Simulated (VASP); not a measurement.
A run of VASP 6.6.1 is set up as follows.

File INCAR:

```
ALGO = Fast
EDIFF = 1E-7
ENCUT = 520
GGA = PE
ISIF = 2
ISMEAR = 0
KPAR = 4
LASPH = True
LCHARG = False
LREAL = False
LWAVE = False
NBANDS = 17
NELM = 80
PREC = Accurate
SIGMA = 0.03
```

KPOINTS

```
k-points
0
Gamma
  6 6 6
```

POSCAR

```
PbSe
1.0
    0.0000000000      3.0606500000      3.0606500000
    3.0606500000      0.0000000000      3.0606500000
    3.0606500000      3.0606500000      0.0000000000
Pb Se
1 1
Direct
    0.0000000000      0.0000000000      0.0000000000
    0.5000000000      0.5000000000      0.5000000000
```

Potentials or basis: VASP PAW PBE potentials, release 64 (Pb_d, Se).

Command:

```bash
$ cat potpaw_PBE.64/Pb_d/POTCAR potpaw_PBE.64/Se/POTCAR > POTCAR
$ mpirun -np 4 vasp_std > vasp.out
```

(1) Estimate the band gap on the k mesh.

(2) Predict the pressure.

Answers

(1) 0.29 eV, direct.

(2) 2.4 GPa.

Caveat: spin-orbit coupling is left out, which as a rule narrows the gap of such compounds by several tenths of an eV.

**Measured values to compare with.**

From a printed reference work, monograph, for a bulk crystal of PbSe at 4.2 K: band gap 0.15 eV (direct).

A measured gap of PbSe is 0.15 eV (direct; 4.2 K; a printed reference work, monograph); the calculated 0.29 eV misses it by +0.14 eV. 2 values of this kind are on record (0.15 to 0.28 eV); this one was drawn at random. Spin-orbit coupling on Pb, Se is left out. The value is that of PBE on a finite k mesh, which can miss the band edges, without temperature or zero-point motion.
